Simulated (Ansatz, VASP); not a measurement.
# Sb: VASP beside Ansatz

```
Sb
1.0
     0.02305    2.31652    2.31652
     2.31652    0.02305    2.31652
     2.31652    2.31652    0.02305
Sb
1
Cartesian
  0.0000 0.0000 0.0000
```

Change from the starting cell: equal xy, yz and zx shear strains of +1 %.

Alike in both runs: task single point; functional PBE; k mesh 12 × 12 × 12; occupations fermi-dirac, width 0.05 eV; no spin polarisation.

|  | VASP | Ansatz |
| --- | --- | --- |
| version | VASP 6.6.1 | Ansatz 0.2.0 |
| potentials or method | VASP PAW PBE potentials, release 64 (Sb), cutoff 520 eV | all-electron LAPW, scalar-relativistic |

|  | VASP | Ansatz | Ansatz less VASP |
| --- | --- | --- | --- |
| pressure (GPa) | 8.7 | 8.8 | +0.14 |
| largest component of the traceless stress (GPa) | 0.08 | 0.08 | -0.008 |

Ansatz ran all-electron here, so the differences hold the error of VASP's frozen core and of both bases.

The runs have no spin-orbit coupling, so splittings on Sb are missing.
